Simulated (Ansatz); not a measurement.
**KF: the gap under strain**

KF, Fm-3m, a = 5.421 Å. Ansatz: PBE, PAW, 420 eV, Γ-centred 6×6×4 mesh on 4 atoms, Gaussian smearing 0.02 eV; no spin polarisation. Series: biaxial strain in the a-b plane, c and atoms relaxed; x is the strain in per cent. The axes a, b, c are those of the computed cell (3.833, 3.833, 5.421 Å), along [1 1 0], [-1 1 0], [0 0 1] of the cell named above. The gap is sought over the whole zone.

```
x (%) gap y (eV)
 -4.5       6.250
 -3.0       6.160
 -1.5       6.064
  0.0       5.961
  1.5       5.831
  3.0       5.701
  4.5           ?
```

Fit y = E0 + c1 x + c2 x² to the other rows, give the deformation potential for this strain, and predict the missing gap.

Least squares on the rows shown. y = 5.9557 − 0.077048 x − 0.0026667 x². The deformation potential is 100 c1 = -7.70 eV per unit strain. At x = 4.5 the fit asked for gives 5.555 eV. The run gave 5.576 eV, so the fit is 0.021 eV too low, 3.1 % of the span of the series, against an rms of 0.003 eV on the fitted rows. The row lies outside the fitted range. With a term in x³ added, a fit to the same known rows predicts 5.548 eV, further off still.

Semilocal functionals give gaps under the measured ones; changes of the gap mostly carry over better.